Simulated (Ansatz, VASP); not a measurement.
## Two plane-wave programs on Cu

INCAR

```
SYSTEM = Cu
ALGO = Normal
EDIFF = 1E-8
ENCUT = 520
GGA = PE
ISIF = 2
ISMEAR = -1
LASPH = .TRUE.
LCHARG = .FALSE.
LEFG = .TRUE.
LREAL = .FALSE.
LWAVE = .FALSE.
NBANDS = 12
NELM = 100
PREC = Accurate
SIGMA = 0.08
```

The input KPOINTS:

```
k-points
0
G
  19 19 19
  0 0 0
```

File POSCAR:

```
Cu
1.0
    0.0000000000      1.8135050275      1.8135050275
    1.8135050275      0.0000000000      1.8135050275
    1.8135050275      1.8135050275      0.0000000000
Cu
1
Direct
    0.0000000000      0.0000000000      0.0000000000
```

Input for Ansatz:

```yaml
crystal:
  lattice:
    - [0.0, 1.8135050275, 1.8135050275]
    - [1.8135050275, 0.0, 1.8135050275]
    - [1.8135050275, 1.8135050275, 0.0]
  atoms:
    - { symbol: Cu, position: [0.0, 0.0, 0.0] }
kpoints:
  mp_grid: { grid: [19, 19, 19] }
scf:
  occupations: { method: fermi_dirac, width: 0.08 }
hamiltonian:
  xc: pbe
  pseudopotentials: { kind: paw }
output:
  forces: true
  stress: true
  eigenvalues: true
  efg: { contact_densities: true }
```

Change from the starting cell: volume scaled by 1.01, PAW files.

Alike in both runs: task electric field gradients; functional PBE; k mesh 19 × 19 × 19; occupations fermi-dirac, width 0.08 eV; no spin polarisation.

|  | VASP | Ansatz |
| --- | --- | --- |
| version | VASP 6.6.1 | Ansatz 0.2.0 |
| potentials or method | VASP PAW PBE potentials, release 64 (Cu) | PAW with Ansatz's default frozen-core files, scalar-relativistic |
| plane-wave cutoff (eV) | 520 | 420 |
| valence electrons in the cell | 11 | 19 |

Ansatz gave:

| Item | Value |
| --- | --- |
| pressure (GPa) | 0.3 |
| Vzz of the field gradient on the site that differs most (V/Å²) | 0.0 |

Task: Which values does VASP return?

Result: Pressure (GPa): 0.8; Vzz of the field gradient on the site that differs most (V/Å²): 0.0.

The two sets of potentials don't hold the same shells in valence.
